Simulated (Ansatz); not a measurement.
How fast does H move in TaN?

Method: DFT PBE, scalar-relativistic, plane waves, PAW in Ansatz 0.2.0. Settings: 420 eV cutoff, 5×5×4 k-mesh, shifted by half a step, Gaussian smearing of 0.10 eV, no spin polarisation.

Host crystal, relaxed:

```xyz
6
Lattice="5.2259 0.0000 0.0000 -2.6129 4.5258 0.0000 0.0000 0.0000 2.9226" Properties=species:S:1:pos:R:3 pbc="T T T"
Ta    0.0000    3.0172    1.4613
Ta    2.6129    1.5086    1.4613
Ta    0.0000    0.0000    0.0000
N     2.0511    0.0000    0.0000
N     1.5874    2.7494    0.0000
N    -1.0256    1.7763    0.0000
```

In a supercell of 12 host sites, interstitial H hops to an equivalent place, moving 2.11 Å. Climbing-image nudged elastic band at fixed cell; the order of the saddle wasn't checked, and the small cell leaves errors of about a tenth of an eV. Both ends share most of their nearest neighbours, so the atom only shifts within one site or cage, and diffusion needs further steps that weren't computed. Zero-point motion and tunnelling, which matter for H, are left out.

A cell with an odd number of electrons and no spin polarisation is a metal by construction and may be lower with spin. Spin-orbit coupling is left out, which matters for the bands and energies of heavy elements.

```csv
image,path (Å),E − E(0) (eV)
0,0.00,0.000
1,0.35,0.221
2,0.69,0.651
3,1.04,0.874
4,1.39,0.651
5,1.73,0.221
6,2.08,0.000
```

What are the barriers forward and back, and what attempt frequency does the shape suggest?

Forward 0.87 eV, back 0.87 eV, the ends being level. For a sinusoidal profile E_b sin²(πx/l), with the H atom alone moving, ν = (1/l)√(E_b/2m) = 3.1×10¹³ s⁻¹, within an order of magnitude of the customary 10¹³ s⁻¹; a true prefactor needs the vibrations at the minimum and at the saddle.

With ν = 10¹³ s⁻¹, give the forward jump rate along this one path, the wait 1/k for that jump, the diffusivity D ≈ l²k and the distance √(Dt) covered in an hour at 300, 600 and 1000 K, taking the host as solid throughout.

k = ν exp(−E_b/k_BT):
```csv
T (K),k (1/s),wait (s),D (cm²/s),√(Dt) in 1 h (nm)
300,0.021,48,9.4×10⁻¹⁸,1.8
600,4.6×10⁵,2.2×10⁻⁶,2.0×10⁻¹⁰,8589
1000,4.0×10⁸,2.5×10⁻⁹,1.8×10⁻⁷,2.5×10⁵
```

D = l²k holds for six equivalent jumps in three dimensions (z l²k/6) and is a scale otherwise. Long-range transport needs a connected net of such jumps, and traps slow it. D is that of an interstitial already there. An error of 0.1 eV in the barrier changes k by a factor of 48 at 300 K and 3.2 at 1000 K.

Cost: 1 run of about 21 core-minutes, on AMD EPYC 7R43 (Zen 3) (shared hosts).